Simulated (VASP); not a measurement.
Set up this calculation in VASP 6.6.1, as the native input.

| Property | Result |
| --- | --- |
| Task | single point |
| Functional | PBEsol |
| Potentials or basis | VASP PAW PBE potentials, release 64 (Te, Mo_sv) |
| Cutoff | 520 eV |
| k mesh | 9 × 9 × 2 |
| Occupations | fermi-dirac, width 0.05 eV |
| Spin | no spin polarisation |
| Ladder | free |
| Further INCAR settings | ALGO = Normal; EDIFF = 1e-07; NBANDS = 35 |

The structure of Te2Mo lies in POSCAR:

```
Te2Mo
1.0
    3.5182000000      0.0000000000      0.0000000000
   -1.7591000000      3.0468505756      0.0000000000
    0.0000000000      0.0000000000     13.9736000000
Te Mo
4 2
Direct
    0.6822110000      0.3500440000      0.3794080000
    0.3326170000      0.6686400000      0.8801280000
    0.6757690000      0.3414140000      0.1238430000
    0.3448300000      0.6749580000      0.6230410000
    0.6528290000      0.3186500000      0.7488880000
    0.3194740000      0.6567010000      0.2524740000
```

The cell isn't the ideal one: atoms moved at random, drawn with an rms of 0.05 Å.

The input as run:

INCAR

```
PREC = Accurate
ENCUT = 520
EDIFF = 1E-7
ISMEAR = -1
SIGMA = 0.05
LREAL = False
LASPH = True
NELM = 80
ALGO = Normal
ISIF = 2
LWAVE = False
LCHARG = True
GGA = PS
LVHAR = True
NBANDS = 35
KPAR = 2
```

KPOINTS

```
Automatic mesh
0
Gamma
  9 9 2
```

Potentials or basis: VASP PAW PBE potentials, release 64 (Te, Mo_sv).

Run with:

```console
$ cat potpaw_PBE.64/Te/POTCAR potpaw_PBE.64/Mo_sv/POTCAR > POTCAR
$ mpirun -np 2 vasp_std > vasp.out
```

Results of the run:

* Pressure: 0.0 GPa
* Largest force: 1.311 eV/Å
* Band gap on the k mesh: 0.72 eV, indirect (least direct gap 1.01 eV)

Caveat: the PAW data sets were made with another functional, which shifts forces and pressure a little; spin-orbit coupling is left out, which moves the levels of the heavy elements; an odd mesh through Γ misses points on the zone boundary, where band edges often lie.

It took 8 min on 2 MPI ranks on Intel(R) Xeon(R) Platinum 8259CL CPU @ 2.50GHz (Skylake/Cascade Lake), with other jobs on the host, peak memory 0.49 GiB a rank.
